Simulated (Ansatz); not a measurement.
# AlP: a single-point run

The task is a single-point run on AlP. The structure is shown as the input types it.

Program: Ansatz 0.2.0. Level of theory: density functional or hybrid calculation with the settings of its input, plane waves (as first typed). These are calculated values, not measurements.

1 further run of the same task is left out (it didn't finish).

## 1. Starting point

It takes space group F-43m (No. 216, cubic). The conventional cell has a = 5.479 Å, b = 5.479 Å, c = 5.479 Å, α = 90.00°, β = 90.00°, γ = 90.00°. Around Al (site symmetry -43m) lie 4 P at 2.37 Å. P (site symmetry -43m) has 4 Al at 2.37 Å as nearest neighbours.

The input asks for a charge of -2 e on the cell.

As a file:

```
Al P
1.0
     0.00000    2.73926    2.73926
     2.73926    0.00000    2.73926
     2.73926    2.73926    0.00000
Al P
1 1
Direct
  0.00000 0.00000 0.00000
  0.25000 0.25000 0.25000
```

## 2. Running it

File input.yaml:

```yaml
crystal:
  lattice:
    - [0.0, 2.7392572077, 2.7392572077]
    - [2.7392572077, 0.0, 2.7392572077]
    - [2.7392572077, 2.7392572077, 0.0]
  atoms:
    - { symbol: Al, position: [0.0, 0.0, 0.0] }
    - { symbol: P, position: [0.25, 0.25, 0.25] }
kpoints:
  mp_grid: { grid: [6, 6, 6] }
hamiltonian:
  xc: r2scan
scf:
  occupations: { method: fixed }
  n_extra_bands: 4
  max_iter: 59
output:
  forces: true
  stress: true
  eigenvalues: true
total_charge: -2
```

Started as:

```bash
> ansatz run input.yaml --threads 4 --pin off --max-ram 3686MiB --backend cpu --events-out ev --progress --plain --runs-dir out
```

What happens when this is run?

The run converged and reported no error, with warnings (band overlap at count, metallic iterate). That alone doesn't make the input a sound one.

The suspect setting: total_charge is -2. The net charge is not the one intended, so the run treats another number of electrons.

To check: delete total_charge (the default then holds).
